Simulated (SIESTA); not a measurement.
Runs of SIESTA 5.4.2 on PtS2. Symmetry: P-3m1, No. 164, trigonal system. The conventional cell has a = 3.543 Å, b = 3.543 Å, c = 5.039 Å, α = 90.00°, β = 90.00°, γ = 120.00°. Pt (site symmetry -3m) has 6 S at 2.34 Å as nearest neighbours. Around S (site symmetry 3m) lie 3 Pt at 2.34 Å. 

```csv
task,level,potentials or basis,gap on the mesh (eV),pressure (GPa),largest force (eV/Å)
band structure,vdW-DF-cx,"PseudoDojo 0.4 standard (PBE files), DZP (energy shift 0.003 Ry; two zetas on semicore shells)",0.93,11.4,(b)
band structure,BLYP,"PseudoDojo 0.4 standard (PBE files), DZP (energy shift 0.003 Ry; two zetas on semicore shells)",0.98,22.8,(c)
band structure,LDA,"PseudoDojo 0.4 standard (LDA files), DZP (energy shift 0.003 Ry; two zetas on semicore shells)",0.87,6.7,1.47
band structure,AM05,"PseudoDojo 0.4 standard (PBEsol files), DZP (energy shift 0.003 Ry; two zetas on semicore shells)",0.94,(a),1.46
band structure,PBE,"PseudoDojo 0.4 standard (PBE files), DZP (energy shift 0.003 Ry; two zetas on semicore shells)",0.97,14.7,(d)
```

Alike in all rows: no spin polarisation; cell as given; k mesh 9 × 9 × 5; smearing fermi-dirac 0.05 eV; grid cutoff 800 Ry; energy shift 0.003 Ry.

**Question.** Fill in the values left out.

**Answer.** (a) 9.2; (b) 1.93; (c) 2.51; (d) 1.92.

Caveats: short orbitals over semicore shells can move pressures by several GPa; spin-orbit coupling is left out, which moves the levels of the heavy elements; the basis of atomic orbitals isn't converged, which shifts pressures, moduli and gaps; the potentials were made for another functional, which shifts forces and pressure (some runs); forces of over 1 eV/Å show positions far from the minimum, so gaps and moduli don't describe the material at rest (some runs).

A k mesh can miss the band edges, and the runs leave out spin-orbit coupling on Pt.
